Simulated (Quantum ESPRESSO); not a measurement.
Crystal: NaCl.

```xyz
2
Lattice="0.0000 2.7941 2.7941 2.7941 0.0000 2.7941 2.7941 2.7941 0.0000" Properties=species:S:1:pos:R:3 pbc="T T T"
Cl    2.7941    2.7941    2.7941
Na    0.0000    0.0000    0.0000
```

The cell is a database's computed one.

| Quantity | Value |
| --- | --- |
| Program | Quantum ESPRESSO 7.5 |
| Task | single point |
| Functional | PBE |
| Potentials or basis | SSSP 1.3 efficiency PBE |
| Cutoff | 748 eV |
| Density cutoff | 5987 eV |
| k mesh | 8 × 8 × 8 |
| Occupations | fermi-dirac, width 0.05 eV |
| Spin | no spin polarisation |

On this cell: pressure 1.7 GPa; largest force zero by symmetry; band gap on the k mesh 5.21 eV, direct.

The same run follows on a disturbed copy (atoms moved at random, drawn with an rms of 0.05 Å):

```
CELL_PARAMETERS angstrom
0.00000 2.79406 2.79406
2.79406 0.00000 2.79406
2.79406 2.79406 0.00000
ATOMIC_POSITIONS crystal
Cl 0.48821 0.51264 0.50193
Na 0.99583 0.00299 0.99639
```

Problem. What changes?

Solution. The energy moves by +0.8 meV/atom; pressure 1.7 GPa; largest force 0.070 eV/Å; band gap on the k mesh 5.21 eV, direct.

Forces on the atoms (eV/Å):
```
Cl  -0.069  0.009 -0.009
Na   0.069 -0.009  0.009
```

Stress tensor (GPa, compression positive):
```
1.75 0.00 0.00
0.00 1.66 0.00
0.00 0.00 1.66
```

